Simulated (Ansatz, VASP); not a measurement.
**One calculation of SrCl2, two programs**

```
Sr Cl
1.0
     0.00000    3.48550    3.48550
     3.48550    0.00000    3.48550
     3.48550    3.48550    0.00000
Sr Cl
1 2
Direct
  0.00000 0.00000 0.00000
  0.25000 0.25000 0.25000
  0.75000 0.75000 0.75000
```

Alike in both runs: task single point; functional PBEsol; k mesh 6 × 6 × 6; occupations gaussian, width 0.05 eV; no spin polarisation.

|  | VASP | Ansatz |
| --- | --- | --- |
| version | VASP 6.6.1 | Ansatz 0.2.0 |
| potentials or method | VASP PAW PBE potentials, release 64 (Sr_sv, Cl) | scalar-relativistic, plane waves, PAW |
| plane-wave cutoff (eV) | 520 | 420 |
| valence electrons in the cell | 24 | 24 |

|  | VASP | Ansatz | Ansatz less VASP |
| --- | --- | --- | --- |
| gap on the k mesh at the Fermi level (eV) | 5.14 | 5.15 | +0.010 |
| least direct gap on the mesh (eV) | 5.36 | 5.36 | +0.003 |
| pressure (GPa) | -0.9 | -1.0 | -0.12 |

Caveats: the PAW data sets were made with another functional, which shifts forces and pressure a little (VASP). A k mesh can miss the band edges. As with any semilocal functional, this PBEsol gap is likely too small.
